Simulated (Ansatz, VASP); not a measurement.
**TaN in two plane-wave programs**

Wanted: the spread between two codes on one cell, functional and k mesh. The cell is taken from a series of runs on this material, whose earlier steps may have relaxed, scaled, displaced or heated it; both programs get it as it stands.

Method: plane waves, with VASP 6.6.1 beside it; relaxation of cell and atoms at r2SCAN with rVV10, in Ansatz 0.2.0.

## 1. Starting point

The structure is hexagonal, space group P-62m (No. 189). Conventional cell: a = 5.196 Å, b = 5.196 Å, c = 2.911 Å, α = 90.00°, β = 90.00°, γ = 120.00°. Ta has 6 N at 2.16 Å nearest. Nearest to Ta lie 3 N at 2.04 Å. N has 5 Ta at 2.04 to 2.16 Å nearest. Farther neighbours and most contacts between anions are not listed.

Structure file:

```
Ta N
1.0
     5.19600    0.00000    0.00000
    -2.59800    4.49987    0.00000
     0.00000    0.00000    2.91100
Ta N
3 3
Direct
  0.33333 0.66667 0.50000
  0.66667 0.33333 0.50000
  0.00000 0.00000 0.00000
  0.39285 0.00000 0.00000
  0.60715 0.60715 0.00000
  0.00000 0.39285 0.00000
```

## 2. VASP: relaxation of cell and atoms, r2SCAN with rVV10

The relaxed volume is the usual yardstick between codes: in a stiff, nearly cubic crystal its relative difference is about their pressure difference at one cell divided by the bulk modulus.

Lines of VASP's logs that name or quote its potential files are left out, and so is its time.

Contents of INCAR:

```
SYSTEM = TaN
PREC = Accurate
ENCUT = 660
EDIFF = 1E-07
NELM = 120
ISMEAR = 0
SIGMA = 0.1
LREAL = .FALSE.
ALGO = Normal
METAGGA = R2SCAN
LUSE_VDW = .TRUE.
IVDW_NL = 2
BPARAM = 11.95
CPARAM = 0.0093
LASPH = .TRUE.
NBANDS = 30
LORBIT = 11
LWAVE = .FALSE.
LCHARG = .FALSE.
ISIF = 3
IBRION = 2
NSW = 80
EDIFFG = -0.005
GGA_COMPAT = .FALSE.
NELMIN = 4
LMIXTAU = .TRUE.
KPAR = 2
```

Contents of POSCAR:

```
TaN
1.0
    5.1960000000      0.0000000000      0.0000000000
   -2.5980000000      4.4998680000      0.0000000000
    0.0000000000      0.0000000000      2.9110000000
Ta N
3 3
Direct
    0.3333333333      0.6666666667      0.5000000000
    0.6666666667      0.3333333333      0.5000000000
    0.0000000000      0.0000000000      0.0000000000
    0.3928500770      0.0000000000      0.0000000000
    0.6071500737      0.6071500320      0.0000000000
    0.0000000418      0.3928499680      0.0000000000
```

Contents of KPOINTS:

```
Automatic mesh
0
Gamma
9 9 10
0 0 0
```

Potentials, in the order of the species: Ta_pv and N (PBE family, release 64).

On the command line:

```
$ mpirun -np 2 vasp_std
```

Numbers of over 12 decimals in the logs are rounded to 6 here.

Output:

```text
[banner, memory and clock lines left out]
running    2 mpi-ranks, on    1 nodes
 distrk:  each k-point on    1 cores,    2 groups
 distr:  one band on    1 cores,    1 groups

 POSCAR found type information on POSCAR TaN
 POSCAR found :  2 types and       6 ions
|                                                                             |
|               ----> ADVICE to this user running VASP <----                  |
|                                                                             |
|     You have switched on vdW-DFT.                                           |
|     This routine was written and supplied by Jiri Klimes. We recommend      |
|     that you carefully read and cite the following publications:            |
|       J. Klimes, D.R. Bowler, A. Michelides                                 |
|          J. Phys.: Cond Matt. 22 022201 (2010)                              |
|       J. Klimes, D.R. Bowler, A. Michelides                                 |
|          Phys. Rev. B. 83, 195131 (2011)                                    |
|     and references therein.                                                 |
|                                                                             |

|                                                                             |
|               ----> ADVICE to this user running VASP <----                  |
|                                                                             |
|     You enforced a specific xc type in the INCAR file but a different       |
|     [... a line on the potential file left out ...]
|     I HOPE YOU KNOW WHAT YOU ARE DOING!                                     |
|                                                                             |

 LDA part: xc-table for (None), standard interpolation
 POSCAR, INCAR and KPOINTS ok, starting setup
 FFT: planning ... GRIDC
 FFT: planning ... GRID_SOFT
 FFT: planning ... GRID
 WAVECAR not read
 entering main loop
       N       E                     dE             d eps       ncg     rms          rms(c)
Total rVV10 correction in eV:      0.7257249    52.1886988
Total rVV10 correction in eV:      0.7257249    52.1886988
DAV:   1     0.393531452409E+03    0.39353E+03   -0.31172E+04  4320   0.207E+03
DAV:   2    -0.166026807092E+03   -0.55956E+03   -0.53992E+03  4880   0.560E+02
DAV:   3    -0.202813475319E+03   -0.36787E+02   -0.36120E+02  5366   0.140E+02
DAV:   4    -0.203666170178E+03   -0.85269E+00   -0.84494E+00  5392   0.202E+01
DAV:   5    -0.203688074292E+03   -0.21904E-01   -0.21877E-01  5412   0.265E+00    0.451E+01
Total rVV10 correction in eV:      0.7415003    52.1886988
Total rVV10 correction in eV:      0.7415003    52.1886988
DAV:   6    -0.180648015859E+03    0.23040E+02   -0.47740E+01  5778   0.452E+01    0.186E+01
Total rVV10 correction in eV:      0.7293596    52.1886989
Total rVV10 correction in eV:      0.7293596    52.1886989
DAV:   7    -0.179867887154E+03    0.78013E+00   -0.31430E+00  5224   0.120E+01    0.834E+00
Total rVV10 correction in eV:      0.7331832    52.1886989
Total rVV10 correction in eV:      0.7331832    52.1886989
DAV:   8    -0.181167646254E+03   -0.12998E+01   -0.16807E+00  4920   0.998E+00    0.267E+00
Total rVV10 correction in eV:      0.7302331    52.1886989
Total rVV10 correction in eV:      0.7302331    52.1886989
DAV:   9    -0.180531454034E+03    0.63619E+00   -0.76835E-01  4956   0.803E+00    0.593E-01
Total rVV10 correction in eV:      0.7304558    52.1886989
Total rVV10 correction in eV:      0.7304558    52.1886989
DAV:  10    -0.180576000323E+03   -0.44546E-01   -0.56016E-02  5150   0.199E+00    0.514E-01
Total rVV10 correction in eV:      0.7315291    52.1886989
Total rVV10 correction in eV:      0.7315291    52.1886989
DAV:  11    -0.180547913624E+03    0.28087E-01   -0.27017E-02  5130   0.129E+00    0.204E-01
Total rVV10 correction in eV:      0.7316088    52.1886989
Total rVV10 correction in eV:      0.7316088    52.1886989
DAV:  12    -0.180587346891E+03   -0.39433E-01   -0.22022E-02  4944   0.136E+00    0.124E-01
Total rVV10 correction in eV:      0.7313968    52.1886989
Total rVV10 correction in eV:      0.7313968    52.1886989
DAV:  13    -0.180586248948E+03    0.10979E-02   -0.34756E-03  5532   0.410E-01    0.577E-02
Total rVV10 correction in eV:      0.7313793    52.1886989
Total rVV10 correction in eV:      0.7313793    52.1886989
DAV:  14    -0.180586708028E+03   -0.45908E-03   -0.15857E-04  5206   0.108E-01    0.477E-02
Total rVV10 correction in eV:      0.7313591    52.1886989
Total rVV10 correction in eV:      0.7313591    52.1886989
DAV:  15    -0.180587221535E+03   -0.51351E-03   -0.63513E-05  5154   0.597E-02    0.357E-02
[...]
Total rVV10 correction in eV:      0.7349324    52.1886988
Total rVV10 correction in eV:      0.7349323    52.1886988
Total rVV10 correction in eV:      0.7349323    52.1886988
   2 F= -.18058671E+03 E0= -.18058557E+03  d E =0.869338E-03
[...]
3 F= -.18058794E+03 E0= -.18058680E+03  d E =-.364846E-03
[...]
4 F= -.18058801E+03 E0= -.18058687E+03  d E =-.730201E-04
[...]
5 F= -.18058802E+03 E0= -.18058688E+03  d E =-.829653E-04
 curvature:  -0.35 expect dE=-0.118E-04 dE for cont linesearch -0.133E-07
 trial: gam= 0.15843 g(F)=  0.172E-04 g(S)=  0.164E-04 ort =-0.327E-05 (trialstep = 0.825E+00)
 search vector abs. value=  0.396E-04
 bond charge predicted
       N       E                     dE             d eps       ncg     rms          rms(c)
Total rVV10 correction in eV:      0.7324915    52.1886988
Total rVV10 correction in eV:      0.7324915    52.1886988
DAV:   1    -0.180588039816E+03   -0.17552E-04   -0.54030E-03  4332   0.463E-01    0.451E-02
Total rVV10 correction in eV:      0.7325541    52.1886988
Total rVV10 correction in eV:      0.7325541    52.1886988
DAV:   2    -0.180588036724E+03    0.30921E-05   -0.11136E-04  5394   0.664E-02    0.261E-02
Total rVV10 correction in eV:      0.7326067    52.1886988
Total rVV10 correction in eV:      0.7326067    52.1886988
DAV:   3    -0.180588034273E+03    0.24510E-05   -0.13214E-05  5056   0.302E-02    0.654E-03
Total rVV10 correction in eV:      0.7326096    52.1886988
Total rVV10 correction in eV:      0.7326096    52.1886988
DAV:   4    -0.180588031862E+03    0.24112E-05   -0.39652E-06  5136   0.166E-02    0.385E-03
Total rVV10 correction in eV:      0.7326098    52.1886988
Total rVV10 correction in eV:      0.7326098    52.1886988
DAV:   5    -0.180588034003E+03   -0.21412E-05   -0.17315E-06  4726   0.121E-02    0.255E-03
Total rVV10 correction in eV:      0.7326059    52.1886988
Total rVV10 correction in eV:      0.7326059    52.1886988
DAV:   6    -0.180588033966E+03    0.36949E-07   -0.19686E-07  3630   0.351E-03
Total rVV10 correction in eV:      0.7326043    52.1886988
Total rVV10 correction in eV:      0.7326043    52.1886988
Total rVV10 correction in eV:      0.7326047    52.1886988
Total rVV10 correction in eV:      0.7326047    52.1886988
   6 F= -.18058803E+03 E0= -.18058689E+03  d E =-.117551E-04
 trial-energy change:   -0.000012  1 .order   -0.000011   -0.000027    0.000006
 step:   0.7013(harm=  0.6828)  dis= 0.00045  next Energy=  -180.588034 (dE=-0.122E-04)
 reached required accuracy - stopping structural energy minimisation
```

From OUTCAR (step 2):

```text
ion  position               nearest neighbor table
   1  0.333  0.667  0.500-   4 2.16   4 2.16   6 2.16   6 2.16   5 2.16   5 2.16   2 3.00   2 3.00
                             2 3.00   3 3.33   3 3.33   3 3.33   3 3.33   3 3.33   3 3.33
   2  0.667  0.333  0.500-   4 2.16   4 2.16   5 2.16   5 2.16   6 2.16   6 2.16   1 3.00   1 3.00
                             1 3.00   3 3.33   3 3.33   3 3.33   3 3.33   3 3.33   3 3.33
   3  0.000  0.000  0.000-   6 2.04   5 2.04   4 2.04   2 3.33   1 3.33   1 3.33   2 3.33   2 3.33
                             2 3.33   1 3.33   1 3.33   2 3.33   2 3.33   1 3.33   1 3.33
   4  0.393  0.000  0.000-   3 2.04   1 2.16   1 2.16   2 2.16   2 2.16
   5  0.607  0.607  0.000-   3 2.04   2 2.16   2 2.16   1 2.16   1 2.16
   6  0.000  0.393  0.000-   3 2.04   1 2.16   1 2.16   2 2.16   2 2.16

  LATTYP: Found a hexagonal cell.
 ALAT       =     5.1960000000
 C/A-ratio  =     0.5602386451

 Subroutine GETGRP returns: Found 12 space group operations
 (whereof 12 operations were pure point group operations)

The static configuration has the point symmetry D_3h.

 Found     72 irreducible k-points:

   k-points           NKPTS =     72   k-points in BZ     NKDIM =     72   number of bands    NBANDS=     30

   dimension x,y,z NGX =    48 NGY =   48 NGZ =   24
   dimension x,y,z NGXF=    96 NGYF=   96 NGZF=   48

   ENCUT  =  660.0 eV  48.51 Ry    6.96 a.u.  10.88 10.88  6.10*2*pi/ulx,y,z

   NELECT =      48.0000    total number of electrons

 k-points in reciprocal lattice and weights: Automatic mesh
   0.00000000  0.00000000  0.00000000       0.001
   0.11111111  0.00000000  0.00000000       0.007
   0.22222222  0.00000000  0.00000000       0.007
   0.33333333 -0.00000000  0.00000000       0.007
   0.44444444  0.00000000  0.00000000       0.007
   0.11111111  0.11111111  0.00000000       0.007
   0.22222222  0.11111111  0.00000000       0.015
   0.33333333  0.11111111  0.00000000       0.015
   0.44444444  0.11111111  0.00000000       0.007
[...]
0.33333333  0.22222222  0.50000000       0.015
   0.33333333  0.33333333  0.50000000       0.002

 average (electrostatic) potential at core
       1 -41.6801       2 -41.6801       3 -41.0072       4 -64.7565       5 -64.7565
       6 -64.7565

 E-fermi :   8.3111

 k-point     1 :       0.0000    0.0000    0.0000
  band No.  band energies     occupation
    ...
     21       3.7078      2.00000
     22       4.7363      2.00000
     23       6.3049      2.00000
     24       7.3364      2.00000
     25       7.3364      2.00000
     26       9.0414      0.00000
     27       9.0414      0.00000
     28      10.1938      0.00000
     29      10.3725      0.00000
     30      10.3725      0.00000

 k-point     2 :       0.1111    0.0000    0.0000
  band No.  band energies     occupation
    ...
     21       3.9485      2.00000
     22       4.6099      2.00000
     23       5.8365      2.00000
     24       7.2434      2.00000
     25       7.9387      2.00000
     26       9.1413      0.00000
     27       9.1970      0.00000
     28       9.6855      0.00000
     29      10.4185      0.00000
     30      10.9933      0.00000

 k-point     3 :       0.2222    0.0000    0.0000
  band No.  band energies     occupation
    ...
     20       3.3380      2.00000
     21       4.2467      2.00000
     22       4.2829      2.00000
     23       5.2578      2.00000
     24       6.9139      2.00000
     25       8.8302      0.00000
     26       9.4174      0.00000
     27       9.5152      0.00000
     28       9.6322      0.00000
     29      10.5316      0.00000
    ...

  Total       -0.0079860     -0.0079860     -0.0070926      0.0000000     -0.0000000     -0.0000000
  in kB       -0.1876088     -0.1876088     -0.1666209      0.0000000     -0.0000000     -0.0000000
  external PRESSURE =      -0.1806129 kB  Pullay stress =       0.0000000 kB

  energy-cutoff  :      660.00
  volume of cell :       68.20
      direct lattice vectors                 reciprocal lattice vectors
     5.202256741  0.000000000 -0.000000000     0.192224269  0.110980733  0.000000000
    -2.601128371  4.505286497  0.000000000     0.000000000  0.221961467  0.000000000
     0.000000000 -0.000000000  2.909854372     0.000000000 -0.000000000  0.343659810

 POSITION                                       TOTAL-FORCE (eV/Angst)
 -----------------------------------------------------------------------------------
     -0.00000      3.00352      1.45493        -0.000000      0.000000     -0.000000
      2.60113      1.50176      1.45493        -0.000000      0.000000     -0.000000
      0.00000      0.00000      0.00000        -0.000000      0.000000     -0.000000
      2.04182     -0.00000      2.90985         0.002342      0.000000     -0.000000
      1.58022      2.73702      2.90985        -0.001171     -0.002028      0.000000
     -1.02091      1.76827      0.00000        -0.001171      0.002028      0.000000
 -----------------------------------------------------------------------------------
    total drift:                               -0.000646      0.000000      0.000000

  FREE ENERGIE OF THE ION-ELECTRON SYSTEM (eV)
  ---------------------------------------------------
  free  energy   TOTEN  =      -180.5880339664 eV

  energy  without entropy=     -180.5857552564  energy(sigma->0) =     -180.58689461

 reached required accuracy - stopping structural energy minimisation

 total charge
# of ion       s       p       d       tot
------------------------------------------
    1        0.301   6.265   2.369   8.935
    2        0.301   6.265   2.369   8.935
    3        0.346   6.227   2.410   8.982
    4        1.247   2.582   0.000   3.829
    5        1.247   2.582   0.000   3.829
    6        1.247   2.582   0.000   3.829
--------------------------------------------------
tot          4.690  26.503   7.149  38.342

[... 3 further parts left out ...]
```

CONTCAR:

```
TaN
   1.00000000000000
     5.2022567414978687    0.0000000000000000   -0.0000000000000000
    -2.6011283707489343    4.5052864970890614    0.0000000000000000
     0.0000000000000000   -0.0000000000000000    2.9098543722268366
  Ta              N
     3     3
Direct
     0.3333333332999970    0.6666666667000030    0.5000000000000000
     0.6666666667000030    0.3333333332999970    0.5000000000000000
     0.0000000000000000    0.0000000000000000    0.0000000000000000
     0.3924879744523423    0.0000000000000000    1.0000000000000000
     0.6075121762476543    0.6075121345476563    1.0000000000000000
     0.0000000417999998    0.3924878654523437    0.0000000000000000
```

The run keeps the 12 symmetry operations of its start, so it cannot find a distortion of lower symmetry.

[end of part 1 of 2]

[Lines on the potential files, build, host, timing and source positions are cut from VASP's logs without a mark.]

[Logs are printed without paths, hosts, clocks, repeated set-up lines and the standing remarks that a program may print on its own settings, such as how far it seeks lower states.]

[Hosts, paths, dates, database ids (printed as entryN), source tags and the programs' standing remarks are cut or masked in the printed files.]
